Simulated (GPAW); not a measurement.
Runs of GPAW 26.7.0 on Sb. Symmetry: R-3m, No. 166, trigonal system. The conventional cell has a = 4.308 Å, b = 4.308 Å, c = 11.274 Å, α = 90.00°, β = 90.00°, γ = 120.00°. Sb (site symmetry 3m) is surrounded by 3 Sb at 2.91 Å. 

| task | level | potentials or basis | spin | cell | k mesh | cutoff (eV) | older calculator (legacy_gpaw) | supercell | supercell k mesh | displacement | relaxed first | gap on the mesh (eV) | pressure (GPa) | largest force (eV/Å) |
| --- | --- | --- | --- | --- | --- | --- | --- | --- | --- | --- | --- | --- | --- | --- |
| phonons | optB88-vdW | GPAW PAW data sets (gpaw-data 1.2.1), pw | off | atoms relaxed | 8 × 8 × 8 | 510 | yes | 1 × 1 × 1 | 8 × 8 × 8 | 0.01 | ions | (b) | - | - |
| band structure | TPSS | GPAW PAW data sets (gpaw-data 1.2.1), pw | SOC, no magnetisation | as given | 5 × 5 × 5 | 600 | - | - | - | - | - | 0.28 | (a) | 0.06 |
| band structure | LDA | the program's PAW data sets (release 1.2.1) made for this functional, pw | SOC, no magnetisation | as given | 5 × 5 × 5 | 600 | - | - | - | - | - | 0.28 | -1.6 | 0.13 |
| relaxation of cell and atoms | OLYP+D4 | PAW data sets generated in the run's folder for this functional, pw | off | relaxed | 5 × 5 × 5 | 600 | - | - | - | - | - | 0.25 | 0.0 | 0.01 |
| relaxation of cell and atoms | PBEsol | PAW data sets generated in the run's folder for this functional, pw | off | relaxed to 2 GPa | 5 × 5 × 5 | 600 | - | - | - | - | - | 0.37 | 2.1 | 0.02 |

Alike in all rows: smearing fermi-dirac 0.05 eV.

Question: Fill in the values left out.

Answer: (a) 1.5; (b) none.

Caveats: the PAW data sets were made with another functional, which shifts forces and pressure a little (some runs); spin-orbit coupling was added after a scalar SCF, so levels and gaps hold it while energy, forces, pressure and moments don't (some runs); this program's spin-orbit splittings come out too wide for heavy elements (some runs); the mesh misses the band edges, which the band path finds closer together (some runs); later steps reuse the first step's grids (some runs); spin-orbit coupling is left out, which moves the levels of the heavy elements (some runs); an odd mesh through Γ misses points on the zone boundary, where band edges often lie (some runs).

A k mesh can miss the band edges, and rows without SOC leave out spin-orbit coupling on Sb.

Runs at the PBE level aren't shown here.
